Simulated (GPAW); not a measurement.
Set up this calculation in GPAW 26.7.0, as an ASE script.

| Item | Value |
| --- | --- |
| Task | single point |
| Functional | PBEsol |
| Potentials or basis | PAW data sets generated in the run's folder for this functional |
| Cutoff | 600 eV |
| Basis | pw |
| k mesh | 6 × 6 × 4 |
| Occupations | gaussian, width 0.05 eV |
| Spin | collinear spin, ferromagnetic start |
| Starting moments | [0.5, 0.5, 0.0] μB |
| Hubbard terms | Pt d U = 8 eV |
| Maxiter | 150 |

Te2Pt:

```xyz
3
Lattice="4.0180 0.0000 0.0000 -2.0090 3.4797 0.0000 0.0000 0.0000 5.2120" Properties=species:S:1:pos:R:3 pbc="T T T"
Te    0.0000    2.3198    1.3030
Te    2.0090    1.1599    3.9090
Pt    0.0000    0.0000    0.0000
```

One way to write it, as run:

run.py

```python
from ase import Atoms
from ase.dft.bandgap import bandgap
from ase.io import write
from ase.units import GPa
from gpaw import GPAW, PW, setup_paths

setup_paths.insert(0, '.')

atoms = Atoms(['Te', 'Te', 'Pt'],
              cell=[[4.0179994529, 0.0, 0.0],
                    [-2.0089997265, 3.4796895986, 0.0],
                    [0.0, 0.0, 5.21199933]],
              scaled_positions=[[0.3333333333, 0.6666666667, 0.25],
                                [0.6666666666, 0.3333333334, 0.75],
                                [0.0, 0.0, 0.0]],
              pbc=True)
atoms.set_initial_magnetic_moments([0.5, 0.5, 0.0])

calc = GPAW(mode=PW(600),
            xc='PBEsol',
            kpts={'size': (6, 6, 4), 'gamma': True},
            occupations={'name': 'methfessel-paxton', 'order': 0, 'width': 0.05},
            setups={'Pt': ':d,8.0'},
            nbands=26,
            convergence={'density': 1e-05, 'energy': 1e-05},
            maxiter=150,
            txt='gpaw.txt')
atoms.calc = calc
energy = atoms.get_potential_energy()
forces = atoms.get_forces()
stress = atoms.get_stress()
calc.write('gs.gpw')
write('result.traj', atoms)
print(f'Energy: {energy:.6f} eV')
print('Forces (eV/A):')
print(forces.round(4))
print('Stress (GPa):', (stress / GPa).round(3))
print('Moments:', calc.get_magnetic_moments().round(3))
print('Fermi level:', round(calc.get_fermi_level(), 4), 'eV')
print(f'Gap: {bandgap(calc)[0]:.4f} eV, direct: {bandgap(calc, direct=True)[0]:.4f} eV')
```

Potentials or basis: PAW data sets generated in the run's folder for this functional, pw.

The run is started by

```sh
$ gpaw-setup -f PBEsol Pt Te
$ OMP_NUM_THREADS=1 python run.py
```

It gave:

| Property | Result |
| --- | --- |
| Pressure | 0.4 GPa |
| Largest force | 0.538 eV/Å |
| Band gap on the k mesh | none (metal or under the smearing width) |
| Net moment | 0.12 μB per cell |
| Site moments | Te +0.01; Pt +0.09 μB |

Caveat: the U is typed as a test and isn't derived for this compound.

Wall time 73 s on 1 thread of Arm Neoverse V2 (shared host), peak memory 0.22 GiB.
